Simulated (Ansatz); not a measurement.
The cell below derives from a database structure.

Input and command of a plane-wave DFT calculation in Ansatz:

```yaml
crystal:
  lattice:
    - [1.5984763769, 0.9228807665, 6.6803378438]
    - [-1.5984763769, 0.9228807665, 6.6803378438]
    - [0.0, -1.8457615329, 6.6803378438]
  atoms:
    - { symbol: Mo, position: [0.0, 0.0, 0.0] }
    - { symbol: S, position: [0.7453665761, 0.7453665761, 0.7453665761] }
    - { symbol: S, position: [0.2546334239, 0.2546334239, 0.2546334239] }
basis:
  ecutwfc: 420
kpoints:
  mp_grid: { grid: [18, 18, 18] }
hamiltonian:
  xc: pbe
scf:
  occupations: { method: gaussian, width: 0.1 }
output:
  forces: true
  stress: true
  eigenvalues: true
relax:
  adjacent_minimum: "off"
  f_tol: 0.01
  max_steps: 80
  cell: { stress_tol: 0.05 }
```

```bash
ansatz run input.yaml --threads 1 --pin off --max-ram 2560MiB --backend cpu --events-out ev --progress --plain --runs-dir out
```

Processor: Intel(R) Xeon(R) Processor @ 2.70GHz, 1 thread, on a host shared with other jobs.

Estimate time, memory and problem size.

About 4.1 min, peak memory 0.79 GiB. It solves 17 bands at 580 k points (after reduction by symmetry) with about 1175 plane waves (on the last cell), in 38 SCF iterations over 7 ionic steps.
